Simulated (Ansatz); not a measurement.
Crystal: LuH2.

```
Lu H
1.0
     0.00000    2.51650    2.51650
     2.51650    0.00000    2.51650
     2.51650    2.51650    0.00000
Lu H
1 2
Cartesian
  0.0000 0.0000 0.0000
  3.7748 3.7748 3.7748
  1.2583 1.2583 1.2583
```

Base run:

* Program: Ansatz 0.2.0
* Functional: PBEsol
* Potentials or basis: Ansatz PAW
* Cutoff: 420 eV
* Density cutoff: 1680 eV
* k mesh: 7 × 7 × 7
* Occupations: fermi-dirac, width 0.05 eV
* Spin: spin-orbit coupling, no magnetisation

Its results: band gap on the k mesh none (metal or under the smearing width); pressure -4.5 GPa.

Question: After a change of settings the same cell gave: band gap on the k mesh none (metal or under the smearing width); pressure -2.6 GPa. Which change was it?
A. functional from PBEsol to r2SCAN; cutoff from 420 eV to 500 eV; density cutoff from 1680 eV to 2000 eV
B. functional from PBEsol to LDA
C. k mesh from 7 × 7 × 7 to 9 × 9 × 9; spin from spin-orbit coupling, no magnetisation to no spin polarisation; potential files from those of the base run to others of the same set

Answer: A.

Caveats: the PAW data sets come from PBE, with cores solved anew for the run's functional, which leaves a small shift of forces and pressure.

Not every run made on this cell is shown here.
